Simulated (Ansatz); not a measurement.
# ZrB2 (P6/mmm) in Ansatz: notebook

The runs below take ZrB2 through single point, with PBEsol.

All numbers are computed with Ansatz 0.2.0; they aren't measurements. Logs are shortened: lines on timing, memory, paths and dates and some standing lists are left out, and cuts for length are marked.

### 1 The crystal as given

Symmetry: P6/mmm, No. 191, hexagonal system. Conventional cell: a = 3.170 Å, b = 3.170 Å, c = 3.533 Å, α = 90.00°, β = 90.00°, γ = 120.00°. Around Zr (site symmetry 6/mmm) lie 12 B at 2.54 Å. B (site symmetry -6m2) is surrounded by 3 B at 1.83 Å.

### 2 Single point, PBEsol, 9.63 Å³/atom (volume scaled by 0.94)

File input.yaml:

```yaml
crystal:
  lattice:
    - [3.1052879646, 0.0, 0.0]
    - [-1.5526439823, 2.6892582634, 0.0]
    - [0.0, 0.0, 3.4608777221]
  atoms:
    - { symbol: Zr, position: [0.0, 0.0, 0.0] }
    - { symbol: B, position: [0.6666666667, 0.3333333333, 0.5] }
    - { symbol: B, position: [0.3333333333, 0.6666666667, 0.5] }
kpoints:
  mp_grid: { grid: [10, 10, 8] }
scf:
  occupations: { method: fermi_dirac, width: 0.05 }
hamiltonian:
  xc: pbesol
  pseudopotentials: { kind: all_electron, lapw: { basis_error: 0.001 } }
output:
  forces: true
  stress: true
  eigenvalues: true
```

Potentials or basis: all-electron LAPW, scalar-relativistic.

On the command line:

```sh
> ansatz run input.yaml --threads 2 --pin off --max-ram 8192MiB --backend cpu --events-out ev --progress --plain --runs-dir out
```

What it wrote:

```text
Warning: RAYON_NUM_THREADS=2 ignored (pool sized by the plan → 2); use --threads N
LAPW: plane waves up to 8.779 Å⁻¹, error target 1.0e-3 eV per atom; small_component_spin mean_spin; B in spheres of 0.896 Å, 5 of its electrons in bands, Dirac shells []; Zr in spheres of 1.221 Å, 30 of its electrons in bands, Dirac shells [] (how accurate: hamiltonian.pseudopotentials.lapw.basis_error, Limitations)
Engine: ansatz 0.2.0, aarch64-unknown-linux-gnu
Pseudopotentials: kind: all_electron
Pseudopotential: Zr, LAPW, valence charge 30, lapw/all_electron/scalar/gaussian/Zr, Koelling and Harmon's equation, gaussian nucleus
Pseudopotential: B, LAPW, valence charge 5, lapw/all_electron/scalar/gaussian/B, Koelling and Harmon's equation, gaussian nucleus
Functional definition: PBEsol
  exchange = pbesol_x
  correlation = pbesol_c
Crystal: 3 atoms, lattice volume = 28.902 Å³
Basis set: ecut = 293.6289575539842 eV, 339 PW (Γ), exchange–correlation at level 2
Bands: 24, of which v1, the nominal top of the filled ones, is band 20 counted from 1 (19 counted from 0)
Symmetry: 24 space group operations
Space group: P6/mmm (ITA 191), of the structure as read, at distance tolerance 3.1e-5 Å
k-points: 70 of 800
Non-local potential: Zr, projectors of the file, none
Non-local potential: B, projectors of the file, none
Initial density: superposition of atomic densities (chi_scale 0.1, normalization cell, long waves kept (reshape's long-wave potential 0.00 eV rms))
Initial wavefunctions: plane waves of lowest kinetic energy (no species holds an atomic orbital)
Functional: x = pbesol(κ = 0.804, μ = 0.12345679012345678), c = pbesol(β = 0.046)
iter 1 solved again at ethr=8.12e-3 eV; its pass at ethr=1.00e-1 eV (dr2=3.25e0 eV) is discarded
SCF iter   1: F=—  HF=-99222.216012 eV  |F-HF|=—  |Δ(HF+E_count)|=         —  Δρ=7.67e-2  dr2=3.25e0  ethr=8.12e-3  ⟨swp⟩=2.0  Hψ=11093  notcnv=0
preconditioner: auto → none  [insulator: Δε(μ)=0.147 eV  Ē_g=17.306 eV  σ=0.050 eV  W_gap=0.52  n_scr=8 (ndim 8)  ℏωp=27.6 eV  f_vac=0.000  D(μ)=0.31/eV (n_scr^D=0)  ε∞_Penn≈3.5]
SCF iter   2: F=—  HF=-99221.203267 eV  |F-HF|=—  |Δ(HF+E_count)|=    1.01e0  Δρ=2.59e-2  dr2=4.27e-1  ethr=8.12e-3  ⟨swp⟩=3.0  Hψ=5172  notcnv=0
iter 3 solved again at ethr=4.72e-5 eV; its pass at ethr=1.07e-3 eV (dr2=1.89e-2 eV) is discarded
SCF iter   3: F=—  HF=-99221.027189 eV  |F-HF|=—  |Δ(HF+E_count)|=   1.76e-1  Δρ=8.12e-3  dr2=1.89e-2  ethr=4.72e-5  ⟨swp⟩=2.0  Hψ=8820  notcnv=0
SCF iter   4: F=—  HF=-99221.022079 eV  |F-HF|=—  |Δ(HF+E_count)|=         —  Δρ=1.46e-3  dr2=6.23e-4  ethr=4.72e-5  ⟨swp⟩=3.0  Hψ=5067  notcnv=0
the basis was enlarged: its passes take 35.9 KiB over the memory plan, 2 of 2 planned eigensolver slots
SCF iter   5: F=—  HF=-99221.021823 eV  |F-HF|=—  |Δ(HF+E_count)|=   2.56e-4  Δρ=2.23e-4  dr2=7.67e-6  ethr=1.56e-6  ⟨swp⟩=3.0  Hψ=4967  notcnv=0
SCF iter   6: F=—  HF=-99221.021826 eV  |F-HF|=—  |Δ(HF+E_count)|=   3.02e-6  Δρ=4.12e-5  dr2=3.88e-7  ethr=1.92e-8  ⟨swp⟩=2.2  Hψ=4702  notcnv=0
SCF iter   7: F=-99221.021826 eV  HF=-99221.021826 eV  |F-HF|=4.79e-9  |Δ(HF+E_count)|=   1.14e-7  Δρ=2.79e-6  dr2=2.20e-9  ethr=9.70e-10  ⟨swp⟩=3.0  Hψ=4817  notcnv=0
SCF 1 converged in 7 iterations: F = -99221.021826 eV  dr2 = 2.20e-9
SCF converged after 7 iterations
Free energy (F): -99221.021826 eV
Harris-Foulkes:  -99221.021826 eV  (|F-HF|=4.79e-9)
Internal energy: -99221.019172 eV  (E = F + TS)
E sigma→0 (E₀):  -99221.020499 eV
Entropy (-TS):   -0.002654 eV (-0.885 meV/atom)
Fermi energy:    18.190569 eV
--- Per-component energies (eV) ---
  E_band       = -4602.529318
  E_kinetic    = 102432.111090
  E_xc         = -3274.774548
  E_electrostatic = -198378.355713  (all electrons and nuclei)
  E_smearing   = -0.002654  (= −TS)
  E_closure    = 0.000000  (closes the sum)
  E_atoms      = -99195.794468  (free atoms, spherical and without spin; not in F)
  Σ components = -99221.021826   (vs F -99221.021826, Δ=0.00e0)
  Basis errors (estimates in eV, not in F): energy 5.0e-4 per atom: plane waves 4.6e-4 (2.6e-4 summed), levels above the bands 8.2e-49, relativity 5.1e-9, radial functions 3.8e-5, core shells 4.2e-12; eigenvalues (radial functions only) 6.8e-6; not estimated: angular momenta, meshes, grids; target (lapw.basis_error) 1.0e-3; muffin-tin radii B 0.896 Å, Zr 1.221 Å
--- Forces (eV/Å), atoms counted from 1 ---
  atom   1  Zr     0.00000000     0.00000000     0.00000000
  atom   2  B      0.00000000     0.00000000     0.00000000
  atom   3  B      0.00000000    -0.00000000     0.00000000
  max |Σ_I F_I| component: 5.55e-17 eV/Å
--- Stress (GPa, compression-positive) ---
       12.780197      -0.000000       0.000000
        0.000000      12.780197       0.000000
        0.000000       0.000000      11.453544
  P = ⅓ Tr σ = 12.3380 GPa (123.380 kbar)
--- Band table (eV; the first three rows and the last of 70) ---
  k-point 0: bands = ["-379.1475", "-292.2860", "-292.2720", "-292.2720", "-153.6583", "-153.6456", "-149.7099", "-149.7081", "-149.7081", "-149.6964", "-149.6964", "-30.0024", "-8.2648", "-7.6038", "-7.6038", "5.3289", "15.5429", "15.5596", "15.5596", "16.0294", "21.9863", "21.9863", "22.8165", "22.8165"]
  k-point 1: bands = ["-379.1475", "-292.2860", "-292.2720", "-292.2720", "-153.6583", "-153.6456", "-149.7099", "-149.7081", "-149.7081", "-149.6964", "-149.6964", "-29.9985", "-8.3376", "-7.5989", "-7.5989", "5.5888", "14.4240", "15.7149", "15.7149", "17.0878", "20.9073", "20.9073", "22.3045", "22.3045"]
  k-point 2: bands = ["-379.1475", "-292.2860", "-292.2720", "-292.2720", "-153.6584", "-153.6456", "-149.7099", "-149.7081", "-149.7081", "-149.6964", "-149.6964", "-29.9891", "-8.5080", "-7.5871", "-7.5871", "6.2848", "13.0401", "16.1678", "16.1678", "18.3883", "19.6851", "19.6851", "21.1236", "21.1236"]
  k-point 69: bands = ["-379.1475", "-292.2860", "-292.2720", "-292.2720", "-153.6528", "-153.6511", "-149.7099", "-149.7081", "-149.7081", "-149.6964", "-149.6964", "-29.8081", "-8.4446", "-8.3872", "-8.2314", "8.8825", "9.8541", "13.3587", "15.5080", "15.6400", "22.6622", "24.6098", "24.8958", "25.1662"]
```

Run time: 6.5 s. Hardware: 2 threads of Arm Neoverse V1, shared host; peak memory 0.33 GiB.

Results:

```yaml
Free_energy: -99221.0218 eV
Pressure: 12.3 GPa
Band_gap_on_the_k_mesh: none (metal or under the smearing width)
```

### 3 Single point, PBEsol, 9.84 Å³/atom (volume scaled by 0.96)

input.yaml: that of step 2 with these lines changed.

```diff
@@ -2,5 +2,5 @@
   lattice:
-    - [3.1052879646, 0.0, 0.0]
-    - [-1.5526439823, 2.6892582634, 0.0]
-    - [0.0, 0.0, 3.4608777221]
+    - [3.1271569103, 0.0, 0.0]
+    - [-1.5635784551, 2.7081973259, 0.0]
+    - [0.0, 0.0, 3.4852509034]
   atoms:
```

Potentials or basis: all-electron LAPW, scalar-relativistic.

On the command line:

```sh
> ansatz run input.yaml --threads 2 --pin off --max-ram 8192MiB --backend cpu --events-out ev --progress --plain --runs-dir out
```

Run time: 6.5 s. Hardware: 2 threads of Arm Neoverse V1, shared host; peak memory 0.33 GiB.

The run converged. Its results:

- Free energy: -99221.0574 eV
- Pressure: 6.3 GPa
- Band gap on the k mesh: none (metal or under the smearing width)

### 4 Single point, PBEsol, 10.04 Å³/atom (volume scaled by 0.98)

input.yaml: that of step 3 with these lines changed.

```diff
@@ -2,5 +2,5 @@
   lattice:
-    - [3.1271569103, 0.0, 0.0]
-    - [-1.5635784551, 2.7081973259, 0.0]
-    - [0.0, 0.0, 3.4852509034]
+    - [3.1487241912, 0.0, 0.0]
+    - [-1.5743620956, 2.7268751391, 0.0]
+    - [0.0, 0.0, 3.5092878761]
   atoms:
```

On the command line:

```sh
> ansatz run input.yaml --threads 2 --pin off --max-ram 8192MiB --backend cpu --events-out ev --progress --plain --runs-dir out
```

It took 6.3 s on 2 threads of Arm Neoverse V1, shared host; peak memory 0.34 GiB.

The run converged. Its results:

- Free energy: -99221.0711 eV
- Pressure: 0.9 GPa
- Band gap on the k mesh: none (metal or under the smearing width)

### 5 Single point, PBEsol, 10.25 Å³/atom

input.yaml: that of step 4 with these lines changed.

```diff
@@ -2,5 +2,5 @@
   lattice:
-    - [3.1487241912, 0.0, 0.0]
-    - [-1.5743620956, 2.7268751391, 0.0]
-    - [0.0, 0.0, 3.5092878761]
+    - [3.17, 0.0, 0.0]
+    - [-1.585, 2.74530053, 0.0]
+    - [0.0, 0.0, 3.533]
   atoms:
```

On the command line:

```sh
> ansatz run input.yaml --threads 2 --pin off --max-ram 8192MiB --backend cpu --events-out ev --progress --plain --runs-dir out
```

Run time: 6.3 s. Hardware: 2 threads of Arm Neoverse V1, shared host; peak memory 0.33 GiB.

The run converged. Its results:

```
Free energy            : -99221.0648 eV
Pressure               : -4.1 GPa
Band gap on the k mesh : none (metal or under the smearing width)
```

### 6 Single point, PBEsol, 10.45 Å³/atom (volume scaled by 1.02)

input.yaml: that of step 5 with these lines changed.

```diff
@@ -2,5 +2,5 @@
   lattice:
-    - [3.17, 0.0, 0.0]
-    - [-1.585, 2.74530053, 0.0]
-    - [0.0, 0.0, 3.533]
+    - [3.1909939893, 0.0, 0.0]
+    - [-1.5954969947, 2.7634818581, 0.0]
+    - [0.0, 0.0, 3.5563980329]
   atoms:
```

Potentials or basis: all-electron LAPW, scalar-relativistic.

On the command line:

```sh
> ansatz run input.yaml --threads 2 --pin off --max-ram 8192MiB --backend cpu --events-out ev --progress --plain --runs-dir out
```

It took 6.8 s on 2 threads of Arm Neoverse V1, shared host; peak memory 0.34 GiB.

The run converged. Its results:

- Free energy: -99221.0405 eV
- Pressure: -8.5 GPa
- Band gap on the k mesh: none (metal or under the smearing width)

### 7 Single point, PBEsol, 10.66 Å³/atom (volume scaled by 1.04)

input.yaml: that of step 6 with these lines changed.

```diff
@@ -2,5 +2,5 @@
   lattice:
-    - [3.1909939893, 0.0, 0.0]
-    - [-1.5954969947, 2.7634818581, 0.0]
-    - [0.0, 0.0, 3.5563980329]
+    - [3.2117153101, 0.0, 0.0]
+    - [-1.6058576551, 2.7814270483, 0.0]
+    - [0.0, 0.0, 3.5794921737]
   atoms:
```

On the command line:

```sh
> ansatz run input.yaml --threads 2 --pin off --max-ram 8192MiB --backend cpu --events-out ev --progress --plain --runs-dir out
```

Run time: 6.8 s. Hardware: 2 threads of Arm Neoverse V1, shared host; peak memory 0.33 GiB.

It converged, with:

* Free energy: -99221.0000 eV
* Pressure: -12.6 GPa
* Band gap on the k mesh: none (metal or under the smearing width)

### 8 Single point, PBEsol, 10.86 Å³/atom (volume scaled by 1.06)

input.yaml: that of step 7 with these lines changed.

```diff
@@ -2,5 +2,5 @@
   lattice:
-    - [3.2117153101, 0.0, 0.0]
-    - [-1.6058576551, 2.7814270483, 0.0]
-    - [0.0, 0.0, 3.5794921737]
+    - [3.2321726471, 0.0, 0.0]
+    - [-1.6160863235, 2.7991436218, 0.0]
+    - [0.0, 0.0, 3.6022921016]
   atoms:
```

On the command line:

```sh
> ansatz run input.yaml --threads 2 --pin off --max-ram 8192MiB --backend cpu --events-out ev --progress --plain --runs-dir out
```

It took 6.6 s on 2 threads of Arm Neoverse V1, shared host; peak memory 0.33 GiB.

Results (log left out):

```
Free energy            : -99220.9446 eV
Pressure               : -16.2 GPa
Band gap on the k mesh : none (metal or under the smearing width)
```

### 9 For comparison

An earlier run on the cell as given: functional PBEsol; potentials or basis all-electron LAPW, scalar-relativistic; cutoff 281 eV (chosen from the basis error); basis error allowed 0.001 eV/atom; k mesh 10 × 10 × 8; occupations fermi-dirac, width 0.05 eV; no spin polarisation.

- Pressure: -4.1 GPa
- Band gap on the k mesh: none (metal or under the smearing width)
- Loewdin charges: Zr +0.73; B -0.35 e
